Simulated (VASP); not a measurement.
GaN in VASP 6.6.1, single-point calculation

INCAR

```
METAGGA = TPSS
ISIF = 2
SIGMA = 0.01
PREC = Accurate
ALGO = Normal
LWAVE = .FALSE.
IBRION = -1
NBANDS = 16
EDIFF = 1E-7
ENCUT = 520
LCHARG = .FALSE.
ISMEAR = 0
NELM = 120
NSW = 0
LREAL = .FALSE.
LASPH = .TRUE.
```

KPOINTS

```
KPOINTS created by Atomic Simulation Environment
0
Gamma
10 10 10
0 0 0
```

POSCAR

```
Ga N
 1.0000000000000000
     0.0000000000000000    2.2489525410988409    2.2489525410988409
     2.2489525410988409    0.0000000000000000    2.2489525410988409
     2.2489525410988409    2.2489525410988409    0.0000000000000000
 Ga  N
   1   1
Cartesian
  0.0000000000000000 -0.0000000000000000  0.0000000000000000
  1.1244762705494205  1.1244762705494205  1.1244762705494205
```

The recommended PBE PAW datasets give the neutral cell 18 valence electrons.

Command

```
mpirun -np 1 vasp_std
```

OSZICAR

```
N       E                     dE             d eps       ncg     rms          rms(c)
DAV:   1     0.728823118868E+02    0.72882E+02   -0.92360E+03  1640   0.203E+03
DAV:   2    -0.145279658722E+02   -0.87410E+02   -0.81641E+02  1736   0.324E+02
DAV:   3    -0.195270119311E+02   -0.49990E+01   -0.49786E+01  1720   0.667E+01
DAV:   4    -0.195772217120E+02   -0.50210E-01   -0.50201E-01  1904   0.698E+00
DAV:   5    -0.195777187495E+02   -0.49704E-03   -0.49704E-03  1760   0.654E-01    0.648E+00
DAV:   6    -0.224973972013E+02   -0.29197E+01   -0.55817E+00  1896   0.319E+01    0.422E+00
DAV:   7    -0.220279958132E+02    0.46940E+00   -0.85498E-01  2328   0.121E+01    0.165E+00
DAV:   8    -0.220070518447E+02    0.20944E-01   -0.36802E-01  1904   0.623E+00    0.907E-01
DAV:   9    -0.220058042376E+02    0.12476E-02   -0.34139E-02  1920   0.291E+00    0.456E-01
DAV:  10    -0.220045234885E+02    0.12807E-02   -0.28011E-03  1984   0.484E-01    0.266E-01
DAV:  11    -0.220039736407E+02    0.54985E-03   -0.19944E-03  1864   0.453E-01    0.507E-02
DAV:  12    -0.220040649287E+02   -0.91288E-04   -0.29309E-04  1880   0.140E-01    0.331E-02
DAV:  13    -0.220040689267E+02   -0.39980E-05   -0.73424E-06  1848   0.237E-02    0.204E-02
DAV:  14    -0.220040643595E+02    0.45673E-05   -0.16144E-05  1976   0.491E-02    0.102E-02
DAV:  15    -0.220040643967E+02   -0.37243E-07   -0.12151E-06  1680   0.886E-03    0.337E-03
DAV:  16    -0.220040642768E+02    0.11989E-06   -0.23143E-08  1088   0.144E-03    0.133E-03
DAV:  17    -0.220040642235E+02    0.53332E-07   -0.51800E-09   800   0.129E-03
   1 F= -.22004064E+02 E0= -.22004064E+02  d E =-.670622E-43
```

From OUTCAR

```
k-points           NKPTS =     47   k-points in BZ     NKDIM =     47   number of bands    NBANDS=     16

   NELECT =      18.0000    total number of electrons

   dimension x,y,z NGX =    24 NGY =   24 NGZ =   24
   dimension x,y,z NGXF=    48 NGYF=   48 NGZF=   48

  energy-cutoff  :      520.00
  volume of cell :       22.75
      direct lattice vectors                 reciprocal lattice vectors
     0.000000000  2.248952541  2.248952541    -0.222325723  0.222325723  0.222325723
     2.248952541  0.000000000  2.248952541     0.222325723 -0.222325723  0.222325723
     2.248952541  2.248952541  0.000000000     0.222325723  0.222325723 -0.222325723

 k-points in reciprocal lattice and weights: KPOINTS created by Atomic Simulation Env
   0.00000000  0.00000000  0.00000000       0.001
   0.10000000  0.00000000  0.00000000       0.008
   0.20000000  0.00000000  0.00000000       0.008
   0.30000000  0.00000000  0.00000000       0.008
   0.40000000  0.00000000  0.00000000       0.008
   0.50000000  0.00000000  0.00000000       0.004
   0.10000000  0.10000000  0.00000000       0.006
   0.20000000  0.10000000  0.00000000       0.024
   ...

 E-fermi :   5.3803

 k-point     1 :       0.0000    0.0000    0.0000
  band No.  band energies     occupation
      1     -11.1023      2.00000
      2      -8.1951      2.00000
      3      -8.1951      2.00000
      4      -8.1950      2.00000
      5      -7.8548      2.00000
      6      -7.8548      2.00000
      7       5.2863      2.00000
      8       5.2863      2.00000
      9       5.2863      2.00000
     10       6.9768      0.00000
     11      15.9132      0.00000
     12      15.9132      0.00000
     13      15.9132      0.00000
     14      22.9211      0.00000
     15      24.2562      0.00000
     16      24.2562      0.00000

 k-point     2 :       0.1000    0.0000    0.0000
  band No.  band energies     occupation
      1     -10.9887      2.00000
      2      -8.1809      2.00000
      3      -8.1809      2.00000
      4      -8.1595      2.00000
      5      -7.8562      2.00000
      6      -7.8562      2.00000
      7       4.1520      2.00000
      8       5.1785      2.00000
      9       5.1785      2.00000
     10       7.8717      0.00000
     11      15.3680      0.00000
     12      16.0785      0.00000
     13      16.0786      0.00000
     14      22.8437      0.00000
     15      23.0155      0.00000
     16      23.0155      0.00000

 k-point     3 :       0.2000    0.0000    0.0000
  band No.  band energies     occupation
      1     -10.6959      2.00000
      2      -8.1479      2.00000
      3      -8.1478      2.00000
      4      -8.0116      2.00000
      5      -7.8552      2.00000
      6      -7.8552      2.00000
      7       2.3093      2.00000
      8       4.9133      2.00000
      9       4.9133      2.00000
     10       8.9921      0.00000
     11      14.5143      0.00000
     12      16.3332      0.00000
     13      16.3332      0.00000
     14      21.6830      0.00000
     15      22.2619      0.00000
     16      22.2620      0.00000

 ...

  Total        0.5737293      0.5737293      0.5737293      0.0000000      0.0000000      0.0000000
  in kB       40.4060819     40.4060819     40.4060819      0.0000000      0.0000000      0.0000000
  external PRESSURE =      40.4060819 kB  Pullay stress =       0.0000000 kB

 POSITION                                       TOTAL-FORCE (eV/Angst)
 -----------------------------------------------------------------------------------
      0.00000      0.00000      0.00000         0.000000      0.000000      0.000000
      1.12448      1.12448      1.12448        -0.000000     -0.000000     -0.000000
 -----------------------------------------------------------------------------------
    total drift:                               -0.000031     -0.000031     -0.000031

  FREE ENERGIE OF THE ION-ELECTRON SYSTEM (eV)
  ---------------------------------------------------
  free  energy   TOTEN  =       -22.0040642235 eV

  energy  without entropy=      -22.0040642235  energy(sigma->0) =      -22.00406422
```

It converged. Results: gap between bands v and c on the k mesh 1.69 eV; least direct gap on the k mesh 1.69 eV; pressure 4.0 GPa. Band v is the last that the valence electrons fill when counted band by band, and c is the next.

For comparison, a separate r²SCAN run of the intended cell, on usual settings and not on those above, gives a gap of 2.16 eV on its mesh and a pressure of 1.2 GPa.

The run above took about 45 s on one core of a shared host (Intel Xeon Platinum 8488C) and held 0.15 GiB at most.
